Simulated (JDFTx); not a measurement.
**MgS: changing the functional**

The structure is cubic, space group Fm-3m (No. 225). Conventional cell: a = 5.203 Å, b = 5.203 Å, c = 5.203 Å, α = 90.00°, β = 90.00°, γ = 90.00°. S (site symmetry m-3m) has 6 Mg at 2.60 Å as nearest neighbours. Mg (site symmetry m-3m) has 6 S at 2.60 Å as nearest neighbours.

Kept alike: task single point; k mesh 4 × 4 × 4; occupations fermi-dirac, width 0.05 eV; no spin polarisation. Program: JDFTx, SG15-PBE-1.2 with smoothed tails, cutoff 1088 eV. The mesh is that of the run's cell of 2 atoms. No spin-orbit coupling.

| functional | band gap (eV) | pressure (GPa) |
| --- | --- | --- |
| LDA | - | -2.55 |
| PBEsol | 2.679 | -0.10 |
| r2SCAN | 3.502 | 0.74 |

The k mesh is coarse, so the values aren't converged. Pressure is positive in compression; the values hold the error of the finite cutoff, so their zero can differ a little from the energy's minimum. A dash stands where a model potential gives no energy or stress, or where a value looked faulty or was in doubt. A gap read on the mesh alone can miss an edge between its points. All rows use potentials made for PBE.

Question: What does the functional change here?

Answer: The band gap runs from 2.679 (PBEsol) to 3.502 eV (r2SCAN). The pressure runs from -2.55 (LDA) to 0.74 GPa (r2SCAN). A positive pressure means that the functional's own cell is larger than the one given, a negative one that it is smaller.
